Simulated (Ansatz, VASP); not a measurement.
C in VASP and in Ansatz

The input INCAR:

```
SYSTEM = C
  ALGO = Normal
  EDIFF = 1E-6
  ENCUT = 520
  GGA = PS
  ISIF = 2
  ISMEAR = -1
  LASPH = .TRUE.
  LCHARG = .TRUE.
  LELF = .TRUE.
  LREAL = .FALSE.
  LVHAR = .TRUE.
  LWAVE = .FALSE.
  NBANDS = 11
  NELM = 100
  PREC = Accurate
  SIGMA = 0.05
```

File KPOINTS:

```
k-points
0
G
  16 16 10
  0 0 0
```

The input POSCAR:

```
C
1.0
    2.1273200000     -1.2282820000      0.0000000000
    2.1273200000      1.2282820000      0.0000000000
   -1.3790700000      0.0000000000      3.5028300000
C
2
Direct
    0.8333560000      0.8333560000      0.0000930000
    0.1666440000      0.1666440000      0.9999070000
```

Input for Ansatz:

```yaml
crystal:
  lattice:
    - [2.12732, -1.228282, 0.0]
    - [2.12732, 1.228282, 0.0]
    - [-1.37907, 0.0, 3.50283]
  atoms:
    - { symbol: C, position: [0.833356, 0.833356, 9.3e-05] }
    - { symbol: C, position: [0.166644, 0.166644, 0.999907] }
basis:
  ecutwfc: 470.0
kpoints:
  mp_grid:
    grid: [16, 16, 10]
hamiltonian:
  xc: pbesol
  pseudopotentials:
    kind: paw
scf:
  occupations:
    method: fermi_dirac
    width: 0.05
output:
  stress: true
```

This is a stacking variant of graphite.

Alike in both runs: task single point; functional PBEsol; k mesh 16 × 16 × 10; occupations fermi-dirac, width 0.05 eV; no spin polarisation.

|  | VASP | Ansatz |
| --- | --- | --- |
| version | VASP 6.6.1 | Ansatz 0.2.0 |
| potentials or method | VASP PAW PBE potentials, release 64 (C) | plane waves, PAW |
| plane-wave cutoff (eV) | 520 | 470 |
| valence electrons in the cell | 8 | 8 |

```csv
,VASP,Ansatz,Ansatz less VASP
pressure (GPa),1.5,0.9,-0.63
largest component of the traceless stress (GPa),1.12,0.40,-0.720
```

Caveats: the PAW data sets were made with another functional, which shifts forces and pressure a little (VASP); this functional lacks dispersion, which binds the layers, so the pressure and a relaxed spacing across them are unreliable.
